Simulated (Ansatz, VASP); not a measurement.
**Two plane-wave programs on PbS (Galena)**

Contents of INCAR:

```
SYSTEM = PbS
PREC = Accurate
ENCUT = 520
EDIFF = 1E-6
ISMEAR = 0
SIGMA = 0.015
LREAL = .False.
LASPH = .True.
NELM = 60
ALGO = Normal
ISIF = 2
LWAVE = .False.
LCHARG = .False.
GGA = PE
NBANDS = 17
```

File KPOINTS:

```
Automatic mesh
0
Gamma
  8 8 8
  0 0 0
```

File POSCAR:

```
PbS
1.0
    0.0000000000      2.9657500000      2.9657500000
    2.9657500000      0.0000000000      2.9657500000
    2.9657500000      2.9657500000      0.0000000000
Pb S
1 1
Direct
    0.0000000000      0.0000000000      0.0000000000
    0.5000000000      0.5000000000      0.5000000000
```

input.yaml

```yaml
crystal:
  lattice:
    - [0.0, 2.96575, 2.96575]
    - [2.96575, 0.0, 2.96575]
    - [2.96575, 2.96575, 0.0]
  atoms:
    - { symbol: Pb, position: [0.0, 0.0, 0.0] }
    - { symbol: S, position: [0.5, 0.5, 0.5] }
hamiltonian:
  xc: pbe
  pseudopotentials: { kind: paw }
kpoints:
  mp_grid: { grid: [8, 8, 8] }
scf:
  occupations: { method: gaussian, width: 0.015 }
output:
  forces: true
  stress: true
  eigenvalues: true
```

Alike in both runs: task single point; functional PBE; k mesh 8 × 8 × 8; occupations gaussian, width 0.015 eV; no spin polarisation.

|  | VASP | Ansatz |
| --- | --- | --- |
| version | VASP 6.6.1 | Ansatz 0.2.0 |
| potentials or method | VASP PAW PBE potentials, release 64 (Pb_d, S) | Ansatz PAW |
| plane-wave cutoff (eV) | 520 | 420 |
| valence electrons in the cell | 20 | 20 |

VASP gave:

```
gap on the k mesh at the Fermi level (eV) : 0.36
least direct gap on the mesh (eV)         : 0.36
pressure (GPa)                            : 2.1
```

Task: Which values does Ansatz return?

Result: gap on the k mesh at the Fermi level (eV): 0.36; least direct gap on the mesh (eV): 0.36; pressure (GPa): 2.2.

Caveats: spin-orbit coupling is left out, which as a rule narrows the gap of such compounds by several tenths of an eV. A k mesh can miss the band edges.
